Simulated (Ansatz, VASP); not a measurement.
## ZrGeO: VASP beside Ansatz

Aim: how closely do two programs agree when they are given the same cell, functional and k mesh? The two relaxations start from unlike cells of this crystal (the structure described is Ansatz's start), so only their ends are compared.

Main program and level: Ansatz 0.2.0; plane waves, with VASP 6.6.1 beside it; relaxation of cell and atoms at PBE.

The structure was built from a prototype and need not be the compound's stable phase.

## Step 1: Set-up

The structure is tetragonal, space group P4/nmm (No. 129). Conventional cell: a = 3.601 Å, b = 3.601 Å, c = 8.112 Å, α = 90.00°, β = 90.00°, γ = 90.00°. Zr has 5 O at 2.68 to 2.88 Å and 4 Ge at 2.84 Å nearest. Nearest to Ge lie 4 Ge at 2.55 Å and 4 Zr at 2.84 Å. Nearest to O lie 5 Zr at 2.68 to 2.88 Å. As first built, before any earlier steps moved the atoms (in the runner's words): all Si replaced by Ge in the P4/nmm structure of ZrSiO. Farther neighbours and most contacts between anions are not listed.

Coordinates:

```cif
data_structure
_symmetry_space_group_name_H-M 'P 1'
_symmetry_Int_Tables_number 1
_cell_length_a 3.6010
_cell_length_b 3.6010
_cell_length_c 8.1125
_cell_angle_alpha 90.000
_cell_angle_beta 90.000
_cell_angle_gamma 90.000
_cell_volume 105.20
loop_
_atom_site_label
_atom_site_type_symbol
_atom_site_fract_x
_atom_site_fract_y
_atom_site_fract_z
_atom_site_occupancy
Zr1 Zr 0.50000 0.00000 0.73000 1
Zr2 Zr 0.00000 0.50000 0.27000 1
Ge3 Ge 0.50000 0.50000 0.00000 1
Ge4 Ge 0.00000 0.00000 0.00000 1
O5 O 0.50000 0.00000 0.37500 1
O6 O 0.00000 0.50000 0.62500 1
```

## Step 2: VASP: relaxation of cell and atoms, PBE

The relaxed volume is the usual yardstick between codes: in a stiff, nearly cubic crystal its relative difference is about their pressure difference at one cell divided by the bulk modulus.

Lines of VASP's logs that name or quote its potential files are left out, and so is its time.

INCAR reads:

```
SYSTEM = ZrGeO
PREC = Accurate
ENCUT = 600
EDIFF = 1E-07
NELM = 120
ISMEAR = -1
SIGMA = 0.05
LREAL = .FALSE.
ALGO = Normal
GGA = PE
NBANDS = 39
LASPH = .TRUE.
LORBIT = 11
LWAVE = .FALSE.
LCHARG = .FALSE.
ISIF = 3
IBRION = 2
NSW = 80
EDIFFG = -0.005
GGA_COMPAT = .FALSE.
NELMIN = 4
KPAR = 2
```

POSCAR reads:

```
ZrGeO
1.0
    3.4331665778      0.0000000000      0.0000000000
    0.0000000000      3.4331665778      0.0000000000
    0.0000000000      0.0000000000      7.2920296274
Zr Ge O
2 2 2
Direct
    0.5000000000      0.0000000000      0.6868210839
    0.0000000000      0.5000000000      0.3131789161
    0.5000000000      0.5000000000      0.0000000000
    0.0000000000      0.0000000000      0.0000000000
    0.5000000000      0.0000000000      0.3917352613
    0.0000000000      0.5000000000      0.6082647387
```

KPOINTS reads:

```
Automatic mesh
0
Gamma
6 6 3
0 0 0
```

Potentials, in the order of the species: Zr_sv, Ge_d and O (PBE family, release 64).

The run is started by

```console
> mpirun -np 2 vasp_std
```

Numbers of over 12 decimals in the logs are rounded to 6 here.

The log of the run:

```text
[banner, memory and clock lines left out]
running    2 mpi-ranks, on    1 nodes
 distrk:  each k-point on    1 cores,    2 groups
 distr:  one band on    1 cores,    1 groups

 POSCAR found type information on POSCAR ZrGeO
 POSCAR found :  3 types and       6 ions
 LDA part: xc-table for (Slater+PW92), standard interpolation
 POSCAR, INCAR and KPOINTS ok, starting setup
 FFT: planning ... GRIDC
 FFT: planning ... GRID_SOFT
 FFT: planning ... GRID
 WAVECAR not read
 entering main loop
       N       E                     dE             d eps       ncg     rms          rms(c)
DAV:   1     0.880521262567E+03    0.88052E+03   -0.33969E+04  2019   0.408E+03
DAV:   2     0.108713804446E+03   -0.77181E+03   -0.73538E+03  1687   0.107E+03
DAV:   3    -0.390715529818E+02   -0.14779E+03   -0.14275E+03  1923   0.256E+02
DAV:   4    -0.516131076785E+02   -0.12542E+02   -0.12391E+02  2176   0.767E+01
DAV:   5    -0.524231492777E+02   -0.81004E+00   -0.80847E+00  2597   0.162E+01    0.226E+01
DAV:   6    -0.458120186632E+02    0.66111E+01   -0.33699E+01  2438   0.696E+01    0.909E+00
DAV:   7    -0.457341446296E+02    0.77874E-01   -0.43927E+00  2092   0.118E+01    0.511E+00
DAV:   8    -0.457104177328E+02    0.23727E-01   -0.26269E-01  2195   0.404E+00    0.114E+00
DAV:   9    -0.457121265700E+02   -0.17088E-02   -0.42651E-02  2385   0.117E+00    0.368E-01
DAV:  10    -0.457126966093E+02   -0.57004E-03   -0.10294E-02  2077   0.842E-01    0.136E-01
DAV:  11    -0.457123557770E+02    0.34083E-03   -0.23178E-03  2176   0.351E-01    0.372E-02
DAV:  12    -0.457123636762E+02   -0.78992E-05   -0.13427E-04  2081   0.890E-02    0.135E-02
DAV:  13    -0.457123652146E+02   -0.15383E-05   -0.22817E-05  2272   0.224E-02    0.547E-03
DAV:  14    -0.457123651474E+02    0.67208E-07   -0.46145E-06  1795   0.154E-02    0.360E-03
DAV:  15    -0.457123652401E+02   -0.92732E-07   -0.49739E-07  1578   0.475E-03
   1 F= -.45712365E+02 E0= -.45708991E+02  d E =-.457124E+02
 curvature:   0.00 expect dE= 0.000E+00 dE for cont linesearch  0.000E+00
 trial: gam= 0.00000 g(F)=  0.208E-05 g(S)=  0.122E-04 ort = 0.000E+00 (trialstep = 0.100E+01)
 search vector abs. value=  0.143E-04
 bond charge predicted
       N       E                     dE             d eps       ncg     rms          rms(c)
DAV:   1    -0.457124374641E+02   -0.72317E-04   -0.27310E-03  1735   0.427E-01    0.611E-02
DAV:   2    -0.457123882939E+02    0.49170E-04   -0.15365E-04  2292   0.113E-01    0.315E-02
DAV:   3    -0.457123674434E+02    0.20850E-04   -0.45117E-05  2122   0.559E-02    0.108E-02
DAV:   4    -0.457123673249E+02    0.11851E-06   -0.68253E-06  2365   0.152E-02    0.676E-03
DAV:   5    -0.457123680361E+02   -0.71115E-06   -0.69741E-07  1946   0.729E-03    0.279E-03
DAV:   6    -0.457123685577E+02   -0.52157E-06   -0.12246E-07  1222   0.319E-03    0.520E-04
DAV:   7    -0.457123686392E+02   -0.81538E-07   -0.54736E-08  1060   0.211E-03
   2 F= -.45712369E+02 E0= -.45709015E+02  d E =-.339909E-05
 trial-energy change:   -0.000003  1 .order   -0.000004   -0.000014    0.000006
 step:   0.6532(harm=  0.7214)  dis= 0.00014  next Energy=   -45.712370 (dE=-0.440E-05)
 reached required accuracy - stopping structural energy minimisation
```

From OUTCAR (step 2):

```text
ion  position               nearest neighbor table
   1  0.500  0.000  0.687-   5 2.15   6 2.49   6 2.49   6 2.49   6 2.49   3 2.86   4 2.86   4 2.86
                             3 2.86   2 3.65   2 3.65   2 3.65   2 3.65
   2  0.000  0.500  0.313-   6 2.15   5 2.49   5 2.49   5 2.49   5 2.49   3 2.86   3 2.86   4 2.86
                             4 2.86   1 3.65   1 3.65   1 3.65   1 3.65
   3  0.500  0.500  0.000-   4 2.43   4 2.43   4 2.43   4 2.43   2 2.86   2 2.86   1 2.86   1 2.86

  LATTYP: Found a simple tetragonal cell.
 ALAT       =     3.4331665778
 C/A-ratio  =     2.1239952860

 Subroutine GETGRP returns: Found 16 space group operations
 (whereof  8 operations were pure point group operations)

The static configuration has the point symmetry D_2d.
 The point group associated with its full space group is D_4h.

 Found     20 irreducible k-points:

   k-points           NKPTS =     20   k-points in BZ     NKDIM =     20   number of bands    NBANDS=     39

   dimension x,y,z NGX =    28 NGY =   28 NGZ =   60
   dimension x,y,z NGXF=    56 NGYF=   56 NGZF=  120

   ENCUT  =  600.0 eV  44.10 Ry    6.64 a.u.   6.86  6.86 14.56*2*pi/ulx,y,z

   NELECT =      64.0000    total number of electrons

 k-points in reciprocal lattice and weights: Automatic mesh
   0.00000000  0.00000000  0.00000000       0.009
   0.16666667  0.00000000  0.00000000       0.037
   0.33333333  0.00000000  0.00000000       0.037
   0.50000000  0.00000000  0.00000000       0.019
   0.16666667  0.16666667  0.00000000       0.037
   0.33333333  0.16666667  0.00000000       0.074
   0.50000000  0.16666667  0.00000000       0.037
   0.33333333  0.33333333  0.00000000       0.037
   0.50000000  0.33333333  0.00000000       0.037
[...]
0.50000000  0.33333333  0.33333333       0.074
   0.50000000  0.50000000  0.33333333       0.019

 average (electrostatic) potential at core
       1 -75.4386       2 -75.4386       3 -69.5288       4 -69.5288       5 -67.1326
       6 -67.1326

 E-fermi :  10.0010

 k-point     1 :       0.0000    0.0000    0.0000
  band No.  band energies     occupation
    ...
     29       7.0579      2.00000
     30       7.0579      2.00000
     31       7.1467      2.00000
     32       7.7836      2.00000
     33      10.0154      0.85671
     34      10.2740      0.00846
     35      10.2903      0.00612
     36      11.1134      0.00000
     37      11.1134      0.00000
     38      11.4775      0.00000
    ...

 k-point     2 :       0.1667    0.0000    0.0000
  band No.  band energies     occupation
    ...
     28       5.2959      2.00000
     29       7.1862      2.00000
     30       7.3765      2.00000
     31       7.9461      2.00000
     32       8.2000      2.00000
     33      10.4040      0.00063
     34      10.5959      0.00001
     35      11.0678      0.00000
     36      11.1497      0.00000
     37      11.3801      0.00000
    ...

 k-point     3 :       0.3333    0.0000    0.0000
  band No.  band energies     occupation
    ...
     28       4.5876      2.00000
     29       7.3751      2.00000
     30       8.3294      2.00000
     31       8.4297      2.00000
     32       9.2314      2.00000
     33      10.2739      0.00848
     34      10.8062      0.00000
     35      11.0543      0.00000
     36      12.2186      0.00000
     37      12.4794      0.00000
    ...

  Total        0.0156968      0.0156968      0.0253682      0.0000000      0.0000000     -0.0000000
  in kB        0.2926826      0.2926826      0.4730151      0.0000000      0.0000000     -0.0000000
  external PRESSURE =       0.3527934 kB  Pullay stress =       0.0000000 kB

  energy-cutoff  :      600.00
  volume of cell :       85.93
      direct lattice vectors                 reciprocal lattice vectors
     3.433252665  0.000000000 -0.000000000     0.291268979  0.000000000 -0.000000000
     0.000000000  3.433252665  0.000000000     0.000000000  0.291268979  0.000000000
     0.000000000  0.000000000  7.289756774     0.000000000  0.000000000  0.137178788

 POSITION                                       TOTAL-FORCE (eV/Angst)
 -----------------------------------------------------------------------------------
      1.71663      0.00000      5.00668         0.000000      0.000000      0.001280
      0.00000      1.71663      2.28308        -0.000000     -0.000000     -0.001280
      1.71663      1.71663     -0.00000         0.000000      0.000000      0.000000
      0.00000      0.00000      0.00000        -0.000000      0.000000      0.000000
      1.71663      0.00000      2.85545        -0.000000      0.000000     -0.004287
      3.43325      1.71663      4.43431         0.000000     -0.000000      0.004287
 -----------------------------------------------------------------------------------
    total drift:                                0.000000      0.000000     -0.000000

  FREE ENERGIE OF THE ION-ELECTRON SYSTEM (eV)
  ---------------------------------------------------
  free  energy   TOTEN  =       -45.7123686392 eV

  energy  without entropy=      -45.7056618791  energy(sigma->0) =      -45.70901526

 reached required accuracy - stopping structural energy minimisation

 total charge
# of ion       s       p       d       tot
------------------------------------------
    1        2.132   5.987   1.524   9.643
    2        2.132   5.987   1.524   9.643
    3        1.125   1.443  10.082  12.650
    4        1.125   1.443  10.082  12.650
    5        1.551   3.417   0.000   4.968
    6        1.551   3.417   0.000   4.968
--------------------------------------------------
tot          9.616  21.695  23.211  54.522

[... 3 further parts left out ...]
```

CONTCAR:

```
ZrGeO
   1.00000000000000
     3.4332526649405066    0.0000000000000000   -0.0000000000000000
     0.0000000000000000    3.4332526649405066    0.0000000000000000
     0.0000000000000000    0.0000000000000000    7.2897567744290912
  Zr              Ge              O
     2     2     2
Direct
     0.5000000000000000    0.0000000000000000    0.6868101294954727
     0.0000000000000000    0.5000000000000000    0.3131898705045273
     0.5000000000000000    0.5000000000000000    0.0000000000000000
     0.0000000000000000    0.0000000000000000    0.0000000000000000
     0.5000000000000000    0.0000000000000000    0.3917065605397558
     1.0000000000000000    0.5000000000000000    0.6082934394602442
```

The gap is under twice the smearing width, so the edge states are partly filled and the run can't tell a small gap from a semimetal. The run keeps the 16 symmetry operations of its start, so it cannot find a distortion of lower symmetry.

## Step 3: Ansatz: relaxation of cell and atoms, PBE

Ansatz runs on its default PAW (the set named soft_2) files.

Its own start cell and the same functional, mesh and smearing now go to Ansatz, which takes its cutoff from its data sets.

input.yaml reads:

```yaml
crystal:
  lattice:
    - [3.601, 0.0, 0.0]
    - [0.0, 3.601, 0.0]
    - [0.0, 0.0, 8.11248011]
  atoms:
    - { symbol: Zr, position: [0.5, 0.0, 0.73] }
    - { symbol: Zr, position: [0.0, 0.5, 0.27] }
    - { symbol: Ge, position: [0.5, 0.5, 0.0] }
    - { symbol: Ge, position: [0.0, 0.0, 0.0] }
    - { symbol: O, position: [0.5, 0.0, 0.375] }
    - { symbol: O, position: [0.0, 0.5, 0.625] }
kpoints:
  mp_grid: { grid: [6, 6, 3] }
scf:
  occupations: { method: fermi_dirac, width: 0.05 }
hamiltonian:
  xc: pbe
  pseudopotentials: { kind: paw }
output:
  forces: true
  stress: true
relax:
  f_tol: 0.02
  max_steps: 50
  cell: {}
```

The run is started by

```console
> ansatz run input.yaml --threads 2 --pin off --max-ram 5120MiB --backend cpu --events-out ev --progress --plain --runs-dir out
```

The log of the run:

```text
Engine: ansatz 0.2.0, aarch64-unknown-linux-gnu
Pseudopotentials: kind: paw
Pseudopotential: Zr, paw, valence charge 12, recommended cutoff 420 eV (normal), Zr.paw.azcp
Pseudopotential: Ge, paw, valence charge 14, recommended cutoff 420 eV (normal), Ge.paw.azcp
Pseudopotential: O, paw, valence charge 6, recommended cutoff 420 eV (normal), O.paw.azcp
Functional definition: PBE
  parameter kappa = 0.804
  parameter beta = 0.066725
  exchange = pbe_x(kappa = kappa, mu = beta*pi^2/3)
  correlation = pbe_c(beta = beta)
Crystal: 6 atoms, lattice volume = 105.196 Å³
Basis set: ecut = 420 eV, 2051 PW (Γ), exchange–correlation on 50×50×120 points (8 copies of the dense FFT grid, shifted against one another)
Bands: 39, of which v1, the nominal top of the filled ones, is band 32 counted from 1 (31 counted from 0)
Symmetry: 16 space group operations
Space group: P4/nmm (ITA 129), of the structure as read, at distance tolerance 4.7e-5 Å
k-points: 20 of 108
Non-local potential: Zr, projectors of the file, l = 0: 3, l = 1: 2, l = 2: 2, l = 3: 2
Non-local potential: Ge, projectors of the file, l = 0: 2, l = 1: 2, l = 2: 3, l = 3: 1
Non-local potential: O, projectors of the file, l = 0: 2, l = 1: 2, l = 2: 1
PAW form: soft (Blöchl's): semilocal exchange-correlation on the pseudo side does not see the compensation charge
PAW one-centre angular grid: Zr, 590 points (default); XC on 64 Gauss nodes
PAW one-centre angular grid: Ge, 590 points (default); XC on 64 Gauss nodes
PAW one-centre angular grid: O, 110 points (default); XC on 64 Gauss nodes
Initial density: superposition of atomic densities (neutral atoms: chi_scale 0, normalization atom), corrected by the library's trained network
Initial wavefunctions: pseudopotential atomic-orbital guess
Functional: x = pbe(κ = 0.804, μ = 0.219515), c = pbe(β = 0.066725)
SCF iter   1: F=—  HF=-18094.522556 eV  |F-HF|=—  |Δ(HF+E_count)|=         —  Δρ=7.38e-3  dr2=1.02e-1  ethr=1.77e-3  ⟨swp⟩=6.2  Hψ=3182  notcnv=0  defer=2
preconditioner: auto → Resta (q_TF=auto, 2.511 Å⁻¹)  ε∞=3.3  [insulator: Δε(μ)=0.338 eV  Ē_g=18.301 eV  σ=0.050 eV  W_gap=0.93  n_scr=30 (ndim 8)  ℏωp=28.0 eV  f_vac=0.009  D(μ)=0.22/eV (n_scr^D=0)  ε∞_Penn≈3.3]
SCF iter   2: F=—  HF=-18094.511919 eV  |F-HF|=—  |Δ(HF+E_count)|=   1.06e-2  Δρ=2.56e-3  dr2=4.88e-3  ethr=1.60e-4  ⟨swp⟩=2.0  Hψ=1077  notcnv=0  defer=15
SCF iter   3: F=—  HF=-18094.512981 eV  |F-HF|=—  |Δ(HF+E_count)|=   1.06e-3  Δρ=1.02e-3  dr2=5.65e-4  ethr=7.62e-6  ⟨swp⟩=2.1  Hψ=975  notcnv=0  defer=15
SCF iter   4: F=—  HF=-18094.513397 eV  |F-HF|=—  |Δ(HF+E_count)|=   4.17e-4  Δρ=2.25e-4  dr2=3.25e-5  ethr=8.82e-7  ⟨swp⟩=2.0  Hψ=1245  notcnv=0  defer=15
SCF iter   5: F=—  HF=-18094.513423 eV  |F-HF|=—  |Δ(HF+E_count)|=   2.52e-5  Δρ=6.80e-5  dr2=2.73e-6  ethr=5.08e-8  ⟨swp⟩=2.0  Hψ=1282  notcnv=0  defer=15
SCF iter   6: F=-18094.513424 eV  HF=-18094.513424 eV  |F-HF|=4.29e-8  |Δ(HF+E_count)|=   1.50e-6  Δρ=1.12e-5  dr2=9.88e-8  ethr=1.56e-10  ⟨swp⟩=3.0  Hψ=3239  notcnv=0
SCF 1 converged in 6 iterations: F = -18094.513424 eV  dr2 = 9.88e-8
  greatest PAW one-centre occupation: 0.998 electrons in one spin orbital (limit 2), on the Ge atom at site 3 (counted from 0), in its partial waves of l = 2
relax step   1: F+E_penalty+E_count = -18094.51342413 eV  Δ(F+E_penalty+E_count) = +0.000e0 eV  max|allowed force component| = 2.876e0 eV/Å  Δτ_max = 0.0000 Å  P = -16.360 GPa  Ω = 105.196 Å³  (6 SCF iters, dr2 threshold 1.00e-7 eV, accepted)
[...]
relax step   7: F+E_penalty+E_count = -18097.21992110 eV  Δ(F+E_penalty+E_count) = -1.396e-4 eV  max|allowed force component| = 1.162e-2 eV/Å  Δτ_max = 0.0031 Å  P = +0.037 GPa  Ω = 86.072 Å³  energy of the carried Pulay correction = +3.302e-2 eV  (5 SCF iters, dr2 threshold 5.41e-7 eV, accepted)
[...]
relax step   8: F+E_penalty+E_count = -18097.20672264 eV  Δ(F+E_penalty+E_count) = +1.320e-2 eV  max|allowed force component| = 1.275e-2 eV/Å  Δτ_max = 0.0000 Å  P = -0.233 GPa  Ω = 86.072 Å³  stress off target by 2.71e-1 GPa  SCF on the basis re-selected at this cell (its energy is not comparable with the rows above)  (8 SCF iters)
[...]
relax step   9: F+E_penalty+E_count = -18097.20709322 eV  Δ(F+E_penalty+E_count) = -3.706e-4 eV  max|allowed force component| = 2.916e-3 eV/Å  Δτ_max = 0.0009 Å  P = +0.010 GPa  Ω = 85.936 Å³  energy of the carried Pulay correction = +2.722e-4 eV  (5 SCF iters, dr2 threshold 1.84e-7 eV, accepted)
[...]
relax step  10: F+E_penalty+E_count = -18097.20669871 eV  Δ(F+E_penalty+E_count) = +3.945e-4 eV  max|allowed force component| = 2.884e-3 eV/Å  Δτ_max = 0.0000 Å  P = +0.006 GPa  Ω = 85.936 Å³  stress off target by 3.98e-2 GPa  SCF on the basis re-selected at this cell (its energy is not comparable with the rows above)  (7 SCF iters)
basis re-selected at this cell: Δ(F+E_penalty+E_count) = +3.945e-4 eV, ΔP = -0.004 GPa vs the last step (what re-selecting the basis moved, of the pressure what is left beyond the Pulay correction that the steps carried, after the strain that the cell walked since its last selection, with what the two solves' SCF thresholds leave and, on support functions, any second-order correction that the steps lacked; it is no m [...]
SCF converged after 7 iterations
Free energy (F): -18097.206699 eV
Harris-Foulkes:  -18097.206699 eV  (|F-HF|=2.55e-11)
Internal energy: -18097.200004 eV  (E = F + TS)
E sigma→0 (E₀):  -18097.203351 eV
Entropy (-TS):   -0.006695 eV (-1.116 meV/atom)
Fermi energy:    15.117044 eV
--- Per-component energies (eV) ---
  E_band       = -283.932081
  E_kinetic    = 1241.812143
  E_local      = -6183.351136  (includes V_loc(G=0)·N_el)
  E_nonlocal   = 1092.002361
  E_hartree    = 2564.190764
  E_xc         = -626.497153
  E_vxc        = -705.511985  (∫ρ·V_xc dr)
  E_paw        = -10262.976213  (= ΣΔE_a)
  E_vpaw       = -857.270238  (= ΣTr[D̂ρ^β])
  E_aug_tail   = 0.005557  (compensation charges beyond the density's cutoff)
  E_ewald      = -5922.386327
  E_smearing   = -0.006695  (= −TS)
  E_closure    = 0.000000  (closes the sum)
  Σ components = -18097.206699   (vs F -18097.206699, Δ=0.00e0)
--- Forces (eV/Å), atoms counted from 1 ---
  atom   1  Zr     0.00000000     0.00000000    -0.00268112
  atom   2  Zr    -0.00000000     0.00000000     0.00268112
  atom   3  Ge     0.00000000     0.00000000     0.00000000
  atom   4  Ge    -0.00000000     0.00000000    -0.00000000
  atom   5  O     -0.00000000     0.00000000     0.00288427
  atom   6  O      0.00000000     0.00000000    -0.00288427
  max |Σ_I F_I| component: 0.00e0 eV/Å
--- Stress (GPa, compression-positive) ---
       -0.010775       0.000000       0.000000
        0.000000      -0.010775       0.000000
        0.000000       0.000000       0.039752
  P = ⅓ Tr σ = 0.0061 GPa (0.061 kbar)
--- Relaxed structure (8 steps of the walk, 7 accepted, 2 SCFs on fresh bases) ---
  F+E_penalty+E_count = -18097.20669871 eV   max|allowed force component| = 2.884e-3 eV/Å   (the final SCF, on the basis selected at the relaxed cell)
  cell:  # Å, volume = 85.9359 Å³
    - [3.434296, 0, 0.0]
    - [0, 3.434296, 0.0]
    - [0.0, 0.0, 7.286170]
  atoms:
    - { symbol: Zr, position: [0.5, 0, 0.686690] }
    - { symbol: Zr, position: [0, 0.5, 0.313310] }
    - { symbol: Ge, position: [0.5, 0.5, -2.8511190206612943e-19] }
    - { symbol: Ge, position: [0, 0, -2.8511190206612943e-19] }
    - { symbol: O, position: [0.5, 0, 0.391826] }
    - { symbol: O, position: [0, 0.5, 0.608174] }
```

The column dr2 measures how far the density is from self-consistency, as an energy; F and HF (Harris–Foulkes) agree once it is small.

## Step 4: Comparison

Known differences besides the potentials themselves: the cutoff is 420 eV in Ansatz and 600 eV in VASP; Ansatz adds a Pulay correction to the stress that steers its cell, VASP none. Total energies have different zeros and are not compared.

Compared:

```csv
quantity,Ansatz,VASP,difference
volume (Å³),85.94,85.93,+0.01 %
"edge a after relaxation, in the typed setting (Å)",3.434,3.433,+0.03 %
"edge c after relaxation, in the typed setting (Å)",7.286,7.290,-0.05 %
```

## Step 5: What came out

```json
{"difference in edge c after relaxation, in the typed setting (relaxation of cell and atoms, PBE)": "-0.049 %"}
```

In words: The difference in edge c after relaxation, in the typed setting is -0.049 % (relaxation of cell and atoms, PBE), within the 1.2 % picked in this series as the mark of a large difference, as far as the stopping tolerances let one tell. Such differences can come from data sets, numerical settings and the points named under the comparisons, not from the functional's error against experiment.

[Lines on the potential files, build, host, timing and source positions are cut from VASP's logs without a mark.]

[Logs are printed without paths, hosts, clocks, repeated set-up lines and the standing remarks that a program may print on its own settings, such as how far it seeks lower states.]

[Hosts, paths, dates, database ids (printed as entryN), source tags and the programs' standing remarks are cut or masked in the printed files.]
